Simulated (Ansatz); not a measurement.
# In: pressure and energy above lowest point against volume per atom

Equation of state of a cubic crystal from periodic Kohn-Sham density functional theory without spin; pressure corrected for the finite basis. The results are calculated, by Ansatz 0.2.0 development build.

Cell of the first row (space group Fd-3m, No. 227):
```
In
1.0
      0.0000     3.2973     3.2973
      3.2973     0.0000     3.2973
      3.2973     3.2973     0.0000
In
2
Direct
  0.00000 0.00000 0.00000
  0.25000 0.25000 0.25000
```

Settings of every row: formula In; structure type diamond; functional PBE; spin treatment none; k mesh 28x28x28; occupation method fermi-dirac; occupation width 0.061225619 eV; wave cutoff 420 eV; datasets soft-1 PAW; density cutoff ratio 4.

Limits: a cubic model structure, not a phase known at ambient conditions.

```csv
row,volume per atom (Å³),pressure (GPa),energy above lowest point (meV/atom)
1,35.849,1.607,10.98
2,36.611,1.012,4.78
3,37.374,?,?
4,38.137,0.035,0
5,38.9,-0.368,0.81
6,39.662,-0.723,3.43
```

Question: what pressure and energy above lowest point should row 3 give?

Worked fit of pressure. Take u = (V_r/V)^(2/3) − 1 with V_r = 38.137 Å³ an atom, which is twice the finite (Eulerian) strain; such expansions in the strain, on which the Birch-Murnaghan equation of state is built, carry the rest volume and the bulk modulus. The shown rows have u = 0.04211, 0.0276, 0, -0.01312, -0.0258. Least squares give pressure = 0.0335 + 32.318 × u + 118.68 × u² GPa; a straight line predicts inner rows, each left out in turn, worse (root mean square 0.061 against 0.0047 GPa). The rows lie off it by 0.002, -0.004, 0.002, 0.002, -0.002. The pressure vanishes at u = -0.0010, or V = 38.2 Å³ an atom, and there the bulk modulus at fixed shape and fractions is B = −V dP/dV = (2/3)(1 + u) dP/du = 21.4 GPa. The withheld row has u = 0.01356, so the fit gives 0.0335 + 32.318 × (0.01356) + 118.68 × (0.01356)² = 0.494 GPa.

The calculation gave 0.491 GPa. The fit lies 0.003 GPa (0.13 % of the column's range) above it; its largest miss of a shown row is 0.004 GPa.

Worked fit of energy above lowest point. Take u = (V_r/V)^(2/3) − 1 with V_r = 38.137 Å³ an atom, which is twice the finite (Eulerian) strain; such expansions in the strain, on which the Birch-Murnaghan equation of state is built, carry the rest volume and the bulk modulus. The shown rows have u = 0.04211, 0.0276, 0, -0.01312, -0.0258. Least squares give energy above lowest point = −0.021 + 15.4 × u + 5820.5 × u² meV/atom; a straight line predicts inner rows, each left out in turn, worse (root mean square 3 against 0.07 meV/atom). The rows lie off it by 0.03, -0.06, 0.02, 0.03, -0.03 (root mean square 0.037 meV/atom). Its lowest point lies at u = -0.0013, or V = 38.21 Å³ an atom, and the curvature there gives the bulk modulus at fixed shape and fractions, B = (4/9)(1 + u)² E″(u)/V = 21.6 GPa. The withheld row has u = 0.01356, so the fit gives −0.021 + 15.4 × (0.01356) + 5820.5 × (0.01356)² = 1.26 meV/atom.

The calculation gave 1.23 meV/atom. The fit lies 0.03 meV/atom (2.4 % of the value, 0.27 % of the column's range) above it; its largest miss of a shown row is 0.06 meV/atom.
